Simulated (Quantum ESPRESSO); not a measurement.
Crystal: HfN.

```
Hf N
1.0
     0.00000    2.25600    2.25600
     2.25600    0.00000    2.25600
     2.25600    2.25600    0.00000
Hf N
1 1
Direct
  0.00000 0.00000 0.00000
  0.50000 0.50000 0.50000
```

Base run:

| Property | Result |
| --- | --- |
| Program | Quantum ESPRESSO 7.5 |
| Functional | PBE |
| Potentials or basis | SSSP 1.3 efficiency PBE |
| Cutoff | 816 eV |
| Density cutoff | 6531 eV |
| k mesh | 10 × 10 × 10 |
| Occupations | fermi-dirac, width 0.05 eV |
| Spin | no spin polarisation |
| Hubbard terms | Hf d U = 5 eV |

Its results: band gap on the k mesh none (metal or under the smearing width); pressure 0.9 GPa.

Problem. After a change of settings the same cell gave: band gap on the k mesh none (metal or under the smearing width); pressure 4.9 GPa. Which change was it?
A. hubbard terms from Hf d U = 5 eV to Hf d U = 3 eV
B. hubbard terms from Hf d U = 5 eV to Hf d U = 1 eV
C. hubbard terms from Hf d U = 5 eV to none
D. potentials or basis from SSSP 1.3 efficiency PBE to PseudoDojo 0.4.1 SR PBE standard; cutoff from 816 eV to 1143 eV; density cutoff from 6531 eV to 4572 eV; hubbard terms from Hf d U = 5 eV to none; hubbard projectors from atomic to none

Solution. B.

Caveats: U without spin polarisation on a metal has little footing.
